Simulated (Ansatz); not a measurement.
## NbC, space group Fm-3m: a convergence test of the plane-wave cutoff

Program: Ansatz 0.2.0, Python API.

The script reads `nbc.cif`:
```cif
data_NbC
_cell_length_a 3.160131
_cell_length_b 3.160131
_cell_length_c 3.160131
_cell_angle_alpha 60.00000
_cell_angle_beta 60.00000
_cell_angle_gamma 60.00000
_symmetry_space_group_name_H-M 'P 1'
_symmetry_Int_Tables_number 1
loop_
_symmetry_equiv_pos_as_xyz
'x, y, z'
loop_
_atom_site_label
_atom_site_type_symbol
_atom_site_fract_x
_atom_site_fract_y
_atom_site_fract_z
Nb1 Nb    0.000000    0.000000    0.000000
C2 C    0.500000    0.500000    0.500000
```

`ecut.py`:
```python
import ansatz as az
from ase.io import read
import matplotlib.pyplot as plt

atoms = read("nbc.cif")
cell = az.Crystal.from_ase(atoms)

calculation = (
    cell.calculation()
    .functional("pbe")
    .kpoints(13, 13, 13)
    .occupations(az.OccupationsMethod.FERMI_DIRAC, width=0.15)
    .forces()
    .stress()
)

rows = []
for value in [300, 350, 400, 450, 500, 550]:
    summary = calculation.basis(value).run(threads=1, pin="off").report
    rows.append((value, summary["free_energy_ev"] / len(summary["lattice"]["sites"]), summary["n_iterations"], sum(summary["stress_gpa"][i][i] for i in range(3)) / 3, max(abs(f) for row in summary["forces_ev_ang"] for f in row), summary["n_pw"]))

print(" cutoff (eV)   F/atom (eV)    iterations       P (GPa)  max component (eV/A)   plane waves")
for row in rows:
    print(f"{str(row[0]):>12s}  {row[1]:12.5f}  {row[2]:12d}  {row[3]:12.3f}  {row[4]:20.4f}  {row[5]:12d}")

for row in rows[:-1]:
    shift = 1000 * (row[1] - rows[-1][1])
    print(f"{row[0]}: {shift:+.2f} meV/atom" + ("  (within 2 meV)" if abs(shift) < 2 else ""))
plt.figure(figsize=(4.5, 3))
plt.plot([str(row[0]) for row in rows], [1000 * (row[1] - rows[-1][1]) for row in rows], "o-")
plt.xlabel("cutoff (eV)")
plt.ylabel("F - F(last) (meV/atom)")
plt.tight_layout()
plt.savefig("ecut.png", dpi=100)
```

Output of `python ecut.py`:
```text
DeckWarning: basis.ecutwfc = 300 eV is below the records' recommended 420 eV, and the density's cutoff is lower with it unless basis.ecutrho_ratio is high enough to keep the records' density cutoff: compare with a run at a higher cutoff
DeckWarning: basis.ecutwfc = 350 eV is below the records' recommended 420 eV, and the density's cutoff is lower with it unless basis.ecutrho_ratio is high enough to keep the records' density cutoff: compare with a run at a higher cutoff
DeckWarning: basis.ecutwfc = 400 eV is below the records' recommended 420 eV, and the density's cutoff is lower with it unless basis.ecutrho_ratio is high enough to keep the records' density cutoff: compare with a run at a higher cutoff
 cutoff (eV)   F/atom (eV)    iterations       P (GPa)  max component (eV/A)   plane waves
         300   -2402.08461             6         4.907                0.0000           259
         350   -2402.15559             6         3.604                0.0000           331
         400   -2402.16882             6         3.507                0.0000           411
         450   -2402.17162             6         3.462                0.0000           531
         500   -2402.17202             6         3.455                0.0000           537
         550   -2402.17208             6         3.452                0.0000           645
300: +87.47 meV/atom
350: +16.49 meV/atom
400: +3.26 meV/atom
450: +0.46 meV/atom  (within 2 meV)
500: +0.06 meV/atom  (within 2 meV)
```
(Warnings from the package without file and line.)

From 450 eV on it stays within 2 meV an atom of the value at 550 eV; the first row (300 eV) is off by 87.5 meV and the last but one by 0.06 meV. The energy falls steadily, as expected when plane waves are added. The pressure moves from 4.91 to 3.45 GPa (the program's stress holds a Pulay correction, so it settles early).

Caveats:
- A Fermi-Dirac width this large means warm electrons, whose thermal share enters the free energy.
- Forces vanish by symmetry here and test nothing.
- Pressure is positive in compression.
- The starting cell is as deposited in a crystallographic database; the results hold for this polymorph, which needn't be the stable one.
- Shifts are counted from the last row, which is itself no proven limit.
- By the engine's processor time: 7.2 s on 1 thread of Intel(R) Xeon(R) Processor @ 2.30GHz, on a shared host, peak memory 0.62 GiB.
